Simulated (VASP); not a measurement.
Pd in VASP: convergence with ENAUG

Input of the first run (ENAUG 300); the others differ in this setting and in those tied to it:

The input INCAR:

```
  PREC = Medium
  ENCUT = 520
  EDIFF = 1E-6
  ISMEAR = 1
  SIGMA = 0.1
  LREAL = F
  LASPH = T
  NELM = 60
  ALGO = Normal
  ISIF = 2
  LWAVE = F
  LCHARG = F
  GGA = PE
  ENAUG = 300
```

File KPOINTS:

```
regular mesh
0
Gamma
  8 8 5
```

The input POSCAR:

```
Pd
1.0
    2.7836650458      0.0000000000      0.0000000000
   -1.3918325229      2.4107246453      0.0000000000
    0.0000000000      0.0000000000      4.6288930000
Pd
2
Direct
    0.3277900000      0.6687980000      0.2494050000
    0.6585270000      0.3257070000      0.7465870000
```

Potentials or basis: VASP PAW PBE potentials, release 64 (Pd).

Run with:

```console
$ cat potpaw_PBE.64/Pd/POTCAR > POTCAR
$ mpirun -np 1 vasp_std > vasp.out
```

The cell isn't the ideal one: atoms moved at random, drawn with an rms of 0.02 Å.

This isn't the form of Pd at room conditions, which is fcc.

Hardware: 1 thread of AMD EPYC 9R45 96-Core Processor (Zen 5) (shared host).

```tsv
ENAUG	energy less the tightest run, at zero smearing (meV/atom)	pressure (GPa)	SCF cycles	CPU time (s)	peak memory (GiB)
300	-0.40	-1.59	11	12	0.13
400	-0.26	-1.61	11	12	0.13
500	-0.02	-1.62	11	12	0.13
700	0.02	-1.63	11	12	0.13
900	0.01	-1.63	11	12	0.13
1200	0.00	-1.63	11	12	0.14
1600	0.00	-1.63	11	12	0.14
```

Against the tightest run, the energy stays within 1 meV/atom from 300 on; the pressure stays within 0.1 GPa from 300 on. The tightest run that finished is the yardstick and may itself not be fully converged.
